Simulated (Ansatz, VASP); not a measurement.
**MnS: VASP beside Ansatz**

The input INCAR:

```
  PREC = Accurate
  ENCUT = 520
  EDIFF = 1E-7
  ISMEAR = -1
  SIGMA = 0.05
  LREAL = False
  LASPH = True
  NELM = 120
  ALGO = Normal
  ISIF = 2
  LWAVE = False
  LCHARG = False
  ISPIN = 2
  MAGMOM = 4 0
  LORBIT = 11
  LMAXMIX = 4
  GGA = PE
  NBANDS = 20
```

The input KPOINTS:

```
regular mesh
0
Gamma
  9 9 9
```

Contents of POSCAR:

```
MnS
1.0
    0.0000000000      2.4898444489      2.4898444489
    2.4898444489      0.0000000000      2.4898444489
    2.4898444489      2.4898444489      0.0000000000
Mn S
1 1
Direct
    0.0000000000      0.0000000000      0.0000000000
    0.7500000000      0.7500000000      0.7500000000
```

Contents of input.yaml:

```yaml
crystal:
  lattice:
    - [0.0, 2.4898444489, 2.4898444489]
    - [2.4898444489, 0.0, 2.4898444489]
    - [2.4898444489, 2.4898444489, 0.0]
  atoms:
    - { symbol: Mn, position: [0.0, 0.0, 0.0], spin: 4.0 }
    - { symbol: S, position: [0.75, 0.75, 0.75] }
hamiltonian:
  xc: pbe
  pseudopotentials: { kind: paw }
magnetization:
  spin_polarized: true
kpoints:
  mp_grid: { grid: [9, 9, 9] }
scf:
  occupations: { method: fermi_dirac, width: 0.05 }
output:
  forces: true
  stress: true
  eigenvalues: true
```

Change from the starting cell: volume scaled by 1.02.

Alike in both runs: task single point; functional PBE; k mesh 9 × 9 × 9; occupations fermi-dirac, width 0.05 eV; collinear spin, ferromagnetic start.

|  | VASP | Ansatz |
| --- | --- | --- |
| version | VASP 6.6.1 | Ansatz 0.2.0 |
| potentials or method | VASP PAW PBE potentials, release 64 (Mn_pv, S) | Ansatz PAW |
| plane-wave cutoff (eV) | 520 | 420 |
| valence electrons in the cell | 19 | 21 |

VASP gave:

| Quantity | Value |
| --- | --- |
| gap on the k mesh at the Fermi level (eV) | none |
| pressure (GPa) | 0.2 |
| net moment per atom (μB) | 0.12 |
| size of the moment on the site where the two differ most (μB) | 0.23 |

Q: What did Ansatz give for the same quantities?

A: gap on the k mesh at the Fermi level (eV): none; pressure (GPa): 0.2; net moment per atom (μB): 0.12; size of the moment on the site where the two differ most (μB): 0.21.

Site moments also hang on the region over which each program counts them. A gap of «none» marks a metal or a gap that the smearing closes. With one functional, cell and mesh, what is left measures potentials, basis and numerics. The two sets of potentials don't hold the same shells in valence.

Caveats: the moment fell far below its start of 4 μB, so a state of higher moment may lie lower in energy; semilocal functionals often make such compounds metallic where correlation or magnetic order opens a gap, which also shifts bond lengths; the starting moments weren't kept (Ansatz).
